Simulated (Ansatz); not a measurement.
Crystal: MoS2.

```
Mo S
1.0
     3.16900    0.00000    0.00000
    -1.58450    2.74443    0.00000
     0.00000    0.00000   12.32400
Mo S
2 4
Direct
  0.66667 0.33333 0.75000
  0.33333 0.66667 0.25000
  0.66667 0.33333 0.37700
  0.33333 0.66667 0.87700
  0.66667 0.33333 0.12300
  0.33333 0.66667 0.62300
```

Base run:

```yaml
Program: Ansatz 0.2.0
Functional: PBE
Potentials_or_basis: Ansatz PAW
Cutoff: "420 eV (not typed: the program's choice for these potentials)"
k_mesh: 10 × 10 × 3
Occupations: fermi-dirac, width 0.05 eV
Spin: no spin polarisation
```

Its results: band gap on the k mesh 0.93 eV, indirect (least direct gap 1.87 eV); pressure 2.0 GPa; largest force 0.065 eV/Å.

The run is repeated on the same cell with these changes: functional from PBE to PBEsol. What comes out?

Band gap on the k mesh 0.88 eV, indirect (least direct gap 1.87 eV); pressure -3.0 GPa; largest force 0.313 eV/Å.

PBEsol binds more tightly than PBE, so the same cell stands under less pressure.

Caveats: this functional lacks dispersion, which binds the layers, so the pressure and a relaxed spacing across them are unreliable; the PAW data sets come from PBE, with cores solved anew for the run's functional, which leaves a small shift of forces and pressure (some runs).

A k mesh can miss the band edges.
